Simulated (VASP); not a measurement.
# InP (F-43m) in VASP: notebook

Aim: see how the results for InP move with the level of theory and the settings. Levels: revPBE+D4, revPBE+D3(BJ), PBEsol+D3(BJ), r2SCAN+D4. Tasks: single point, relaxation of cell and atoms.

Everything below comes from runs of VASP 6.6.1. Logs are shortened: lines on timing, memory, paths and dates and some standing lists are left out, and cuts for length are marked.

**The experiment to reproduce.**

A printed reference work, data compilation reports, for a bulk crystal of InP at 1.6 K: band gap 1.4236 eV (direct).

How close the calculation comes is told below.

### Step 1. The cell of the first run

Symmetry: F-43m, No. 216, cubic system. The conventional cell has a = 5.883 Å, b = 5.883 Å, c = 5.883 Å, α = 90.00°, β = 90.00°, γ = 90.00°. Within 3.4 Å of In (site symmetry -43m) lie 4 P at 2.55 Å. P (site symmetry -43m) has 4 In at 2.55 Å within 3.4 Å.

### Step 2. Single point, revPBE+D4

The input, INCAR:

```
  PREC = Accurate
  ENCUT = 520
  EDIFF = 1E-6
  ISMEAR = -1
  SIGMA = 0.05
  LREAL = F
  LASPH = T
  NELM = 80
  ALGO = Normal
  ISIF = 2
  LWAVE = F
  LCHARG = F
  GGA = RE
  IVDW = 13
  NBANDS = 16
```

The input, KPOINTS:

```
Automatic mesh
0
Gamma
  8 8 8
```

The input, POSCAR:

```
InP
1.0
    0.0000000000      2.9413349352      2.9413349352
    2.9413349352      0.0000000000      2.9413349352
    2.9413349352      2.9413349352      0.0000000000
In P
1 1
Direct
    0.0000000000      0.0000000000      0.0000000000
    0.7500000000      0.7500000000      0.7500000000
```

Potentials or basis: VASP PAW PBE potentials, release 64 (In_d, P).

Launch:

```
> cat potpaw_PBE.64/In_d/POTCAR potpaw_PBE.64/P/POTCAR > POTCAR
> mpirun -np 1 vasp_std > vasp.out
```

OUTCAR:

```text
PREC = Accurate
   ENCUT = 520
   EDIFF = 1E-6
   ISMEAR = -1
   LREAL = F
   LASPH = T
   NELM = 80
   ISIF = 2
   GGA = RE
   IVDW = 13

 ion  position               nearest neighbor table
   1  0.000  0.000  0.000-   2 2.55   2 2.55   2 2.55   2 2.55
   2  0.750  0.750  0.750-   1 2.55   1 2.55   1 2.55   1 2.55

  LATTYP: Found a face centered cubic cell.
 ALAT       =     5.8826698704

  Lattice vectors:

 A1 = (   0.0000000000,   2.9413349352,   2.9413349352)
 A2 = (   2.9413349352,   0.0000000000,   2.9413349352)
 A3 = (   2.9413349352,   2.9413349352,   0.0000000000)

Analysis of symmetry for initial positions (statically):
=====================================================================
 Subroutine PRICEL returns:
 Original cell was already a primitive cell.

 Routine SETGRP: Setting up the symmetry group for a
 face centered cubic supercell.

 Subroutine GETGRP returns: Found 24 space group operations
 (whereof 24 operations were pure point group operations)
 out of a pool of 48 trial point group operations.

The static configuration has the point symmetry T_d .

Analysis of symmetry for dynamics (positions and initial velocities):
=====================================================================
 Subroutine PRICEL returns:
 Original cell was already a primitive cell.

 Routine SETGRP: Setting up the symmetry group for a
 face centered cubic supercell.

 Subroutine GETGRP returns: Found 24 space group operations
 (whereof 24 operations were pure point group operations)
 out of a pool of 48 trial point group operations.

The dynamic configuration has the point symmetry T_d .

 Subroutine INISYM returns: Found 24 space group operations
 (whereof 24 operations are pure point group operations),
 and found     1 'primitive' translations

----------------------------------------------------------------------------------------

                                     Primitive cell

  volume of cell :      50.8936

  direct lattice vectors                    reciprocal lattice vectors
     0.000000000  2.941334935  2.941334935    -0.169990841  0.169990841  0.169990841
     2.941334935  0.000000000  2.941334935     0.169990841 -0.169990841  0.169990841
     2.941334935  2.941334935  0.000000000     0.169990841  0.169990841 -0.169990841

  length of vectors
     4.159675757  4.159675757  4.159675757     0.294432774  0.294432774  0.294432774

  position of ions in fractional coordinates (direct lattice)
     0.000000000  0.000000000  0.000000000
     0.750000000  0.750000000  0.750000000

  ion indices of the primitive-cell ions
   primitive index   ion index
                 1           1
                 2           2

----------------------------------------------------------------------------------------

 KPOINTS: Automatic mesh

Automatic generation of k-mesh.
 Grid dimensions read from file:
 generate k-points for:    8    8    8

 Generating k-lattice:

  Cartesian coordinates                     Fractional coordinates (reciprocal lattice)
    -0.021248855  0.021248855  0.021248855     0.125000000  0.000000000  0.000000000
     0.021248855 -0.021248855  0.021248855     0.000000000  0.125000000  0.000000000
     0.021248855  0.021248855 -0.021248855     0.000000000  0.000000000  0.125000000

  Length of vectors
     0.036804097  0.036804097  0.036804097

  Shift w.r.t. Gamma in fractional coordinates (k-lattice)
     0.000000000  0.000000000  0.000000000

 Subroutine IBZKPT returns following result:
 ===========================================

 Found     29 irreducible k-points:

 Following reciprocal coordinates:
            Coordinates               Weight
  0.000000  0.000000  0.000000      1.000000
  0.125000  0.000000  0.000000      8.000000
  0.250000  0.000000  0.000000      8.000000
  0.375000  0.000000  0.000000      8.000000
  0.500000  0.000000  0.000000      4.000000
  0.125000  0.125000  0.000000      6.000000
[... 16 lines left out ...]
  0.500000  0.250000  0.125000     48.000000
 -0.375000  0.250000  0.125000     24.000000
 [... further k-points ...]
   k-points           NKPTS =     29   k-points in BZ     NKDIM =     29   number of bands    NBANDS=     16
   number of dos      NEDOS =    301   number of ions     NIONS =      2
   total plane-waves  NPLWV =  32768
   dimension x,y,z NGX =    32 NGY =   32 NGZ =   32
   dimension x,y,z NGXF=    64 NGYF=   64 NGZF=   64
   ions per type =               1   1
   NGX,Y,Z   is equivalent  to a cutoff of  12.79, 12.79, 12.79 a.u.
   NGXF,Y,Z  is equivalent  to a cutoff of  25.58, 25.58, 25.58 a.u.
 SYSTEM =  unknown system
   PREC   = accura    normal or accurate (medium, high low for compatibility)
   ISTART =      0    job   : 0-new  1-cont  2-samecut
   ICHARG =      2    charge: 1-file 2-atom 10-const
   ISPIN  =      1    spin polarized calculation?
   LNONCOLLINEAR =      F non collinear calculations
   LSORBIT =      F    spin-orbit coupling
   LASPH  =      T    aspherical Exc in radial PAW
   ENCUT  =  520.0 eV  38.22 Ry    6.18 a.u.   7.73  7.73  7.73*2*pi/ulx,y,z
   NELM   =     80;   NELMIN=  2; NELMDL= -5     # of ELM steps
   EDIFF  = 0.1E-05   stopping-criterion for ELM
   LREAL  =      F    real-space projection
   EDIFFG = 0.1E-04   stopping-criterion for IOM
   NSW    =      0    number of steps for IOM
   IBRION =     -1    ionic relax: 0-MD 1-quasi-New 2-CG
   NFREE  =      0    steps in history (QN), initial steepest desc. (CG)
   ISIF   =      2    stress and relaxation
   ISYM   =      2    0-nonsym 1-usesym 2-fastsym
   POTIM  = 0.5000    time-step for ionic-motion
   TEBEG  =    0.0;   TEEND  =   0.0 temperature during run
   PSTRESS=    0.0 pullay stress
   NELECT =      18.0000    total number of electrons
   NUPDOWN=      -1.0000    fix difference up-down
   EMIN   =  10.00;   EMAX   =-10.00  energy-range for DOS
   EFERMI =   0.00;   METHOD = LEGACY
   ISMEAR =    -1;   SIGMA  =   0.05  broadening in eV -4-tet -1-fermi 0-gaus
   EFERMI_NEDOS =   21; number of points for ismear=-14 and -15
   IALGO  =     38    algorithm
   IMIX   =      4    mixing-type and parameters
     AMIX     =   0.40;   BMIX     =  1.00
     AMIX_MAG =   1.60;   BMIX_MAG =  1.00
  volume/ion in A,a.u.               =      25.45       171.72
  Fermi-wavevector in a.u.,A,eV,Ry     =   1.157740  2.187812 18.236743  1.340363
  Thomas-Fermi vector in A             =   2.294349
   LORBIT       =      0    0 simple, 1 ext, 2 COOP (PROOUT), +10 PAW based schemes
   GGA     = RE    functional components
   LHFCALC =     F    Hartree Fock is set to
   AEXX    =    0.0000 exact exchange contribution
   IVDW    =    13    specifies the selected vdW correction
   LEPSILON=     F    determine dielectric tensor
   LRPA    =     F    only Hartree local field effects (RPA)
 non-spin polarized calculation
  energy-cutoff  :      520.00
  volume of cell :       50.89
 maximum number of plane-waves:      1387
   NGX = 15   NGY = 15   NGZ = 15

 number of electron      18.0000007 magnetization

 Free energy of the ion-electron system (eV)
  ---------------------------------------------------
  ext. energy  EPLUGINS =         0.00000000
  ---------------------------------------------------
  free energy    TOTEN  =        -7.80591569 eV

  energy without entropy =       -7.80591207  energy(sigma->0) =       -7.80591388

 E-fermi :   5.5481     XC(G=0):  -9.1078

 val. band max:        5.1421181769   @ k =   0.0000   0.0000   0.0000
 cond. band min:       5.8907629611   @ k =   0.0000   0.0000   0.0000
 fundamental gap:      0.7486447842
 Fermi energy:         5.5481101338

 k-point     1 :       0.0000    0.0000    0.0000
  band No.  band energies     occupation
      1      -9.0348      2.00000
      2      -9.0348      2.00000
      3      -9.0348      2.00000
      4      -8.8896      2.00000
      5      -8.8896      2.00000
      6      -6.2764      2.00000
[... 8 lines left out ...]
     15      14.5520      0.00000
     16      14.5520      0.00000

 k-point     2 :       0.1250    0.0000    0.0000
  band No.  band energies     occupation
      1      -9.0526      2.00000
      2      -9.0276      2.00000
      3      -9.0276      2.00000
      4      -8.8895      2.00000
      5      -8.8895      2.00000
      6      -6.1017      2.00000
[... 8 lines left out ...]
     15      13.9503      0.00000
     16      14.5975      0.00000

 k-point     3 :       0.2500    0.0000    0.0000
  band No.  band energies     occupation
      1      -9.0935      2.00000
      2      -9.0124      2.00000
      3      -9.0124      2.00000
      4      -8.8869      2.00000
      5      -8.8869      2.00000
      6      -5.6141      2.00000
[... 8 lines left out ...]
     15      13.7371      0.00000
     16      14.4002      0.00000

 k-point     4 :       0.3750    0.0000    0.0000
  band No.  band energies     occupation
      1      -9.1320      2.00000
      2      -9.0010      2.00000
      3      -9.0010      2.00000
      4      -8.8804      2.00000
      5      -8.8804      2.00000
      6      -4.9645      2.00000
[... 8 lines left out ...]
     15      14.6519      0.00000
     16      14.6519      0.00000
[... 324 lines left out ...]
 k-point    22 :       0.3750    0.2500    0.1250
  band No.  band energies     occupation
      1      -9.1301      2.00000
      2      -8.9938      2.00000
      3      -8.9878      2.00000
      4      -8.9038      2.00000
      5      -8.8749      2.00000
      6      -5.2091      2.00000
[... 8 lines left out ...]
     15      15.3097      0.00000
     16      16.8456      0.00000

 k-point    23 :       0.5000    0.2500    0.1250
  band No.  band energies     occupation
      1      -9.1529      2.00000
      2      -8.9886      2.00000
      3      -8.9739      2.00000
      4      -8.9000      2.00000
      5      -8.8745      2.00000
      6      -4.6152      2.00000
[... 8 lines left out ...]
     15      16.0108      0.00000
     16      16.5376      0.00000

 k-point    24 :      -0.3750    0.2500    0.1250
  band No.  band energies     occupation
      1      -9.1613      2.00000
      2      -8.9880      2.00000
      3      -8.9691      2.00000
      4      -8.8943      2.00000
      5      -8.8769      2.00000
      6      -4.2873      2.00000
[... 8 lines left out ...]
     15      15.8856      0.00000
     16      16.4501      0.00000

 [... further k-points ...]

------------------------ aborting loop because EDIFF is reached ----------------------------------------

  DFT-D4 for vdW energy calculation

  Edisp (eV):   -1.06121

  FORCE on cell =-STRESS in cart. coord.  units (eV):
  Direction    XX          YY          ZZ          XY          YZ          ZX
  --------------------------------------------------------------------------------------
  -------------------------------------------------------------------------------------
  Total      -0.01804    -0.01804    -0.01804     0.00000    -0.00000     0.00000
  in kB      -0.56776    -0.56776    -0.56776     0.00000    -0.00000     0.00000
  external pressure =       -0.57 kB  Pullay stress =        0.00 kB

 VOLUME and BASIS-vectors are now :
 -----------------------------------------------------------------------------
  energy-cutoff  :      520.00
  volume of cell :       50.89
      direct lattice vectors                 reciprocal lattice vectors
     0.000000000  2.941334935  2.941334935    -0.169990841  0.169990841  0.169990841
     2.941334935  0.000000000  2.941334935     0.169990841 -0.169990841  0.169990841
     2.941334935  2.941334935  0.000000000     0.169990841  0.169990841 -0.169990841

 POSITION                                       TOTAL-FORCE (eV/Angst)
 -----------------------------------------------------------------------------------
      0.00000      0.00000      0.00000         0.000000      0.000000      0.000000
      4.41200      4.41200      4.41200        -0.000000     -0.000000     -0.000000
 -----------------------------------------------------------------------------------
    total drift:                                0.000000      0.000000      0.000000

  FREE ENERGIE OF THE ION-ELECTRON SYSTEM (eV)
  ---------------------------------------------------
  free  energy   TOTEN  =        -8.8671278968 eV

  energy  without entropy=       -8.8671242767  energy(sigma->0) =       -8.86712609
```

Wall time 38 s (1 thread of Intel Xeon 8259CL, shared host); peak memory 0.18 GiB.

Results:

| Quantity | Value |
| --- | --- |
| Free energy | -8.8671 eV |
| Pressure | -0.1 GPa |
| Band gap on the k mesh | 0.75 eV |
| Dispersion energy per atom | -0.531 eV |

Levels at points of the mesh, in eV from the valence-band top:
```
           k point  band 7  band 8  band 9  band 10  band 11  band 12
(0.00, 0.00, 0.00)    0.00    0.00    0.00     0.75     4.12     4.12
(0.50, 0.00, 0.00)   -5.63   -0.95   -0.95     1.55     4.84     4.84
(0.50, 0.50, 0.00)   -5.67   -2.27   -2.27     1.87     2.33     9.25
```

Caveat: the PAW data sets were made with another functional, which shifts forces and pressure a little; spin-orbit coupling is left out, which moves the levels of the heavy elements.

(Continued in part 2 of 2.)
